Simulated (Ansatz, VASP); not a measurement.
One calculation of ZnSe (Stilleite), two programs

```
Se Zn
1.0
     0.00000    2.83380    2.83380
     2.83380    0.00000    2.83380
     2.83380    2.83380    0.00000
Se Zn
1 1
Direct
  0.75000 0.75000 0.75000
  0.00000 0.00000 0.00000
```

Alike in both runs: task relaxation of cell and atoms; functional BLYP; dispersion D4; k mesh 8 × 8 × 8; occupations fermi-dirac, width 0.05 eV; no spin polarisation.

```csv
,VASP,Ansatz
version,VASP 6.6.1,Ansatz 0.2.0
potentials or method,"VASP PAW PBE potentials, release 64 (Se, Zn), cutoff 600 eV","all-electron LAPW, scalar-relativistic"
```

VASP gave:

```
relaxed volume (Å³/atom)                                     : 23.10
relaxed cell length with the largest relative difference (Å) : 4.028
energy change over the relaxation (meV/atom)                 : -1
```

What did Ansatz give for the same quantities?

Relaxed volume (Å³/atom): 23.01; relaxed cell length with the largest relative difference (Å): 4.022; energy change over the relaxation (meV/atom): -1.

Ansatz ran all-electron here, so the differences hold the error of VASP's frozen core and of both bases.

Caveats: the PAW data sets were made with another functional, which shifts forces and pressure a little (VASP). As with any semilocal functional, this BLYP gap is likely too small. Zero-point motion and thermal expansion aren't in these numbers.
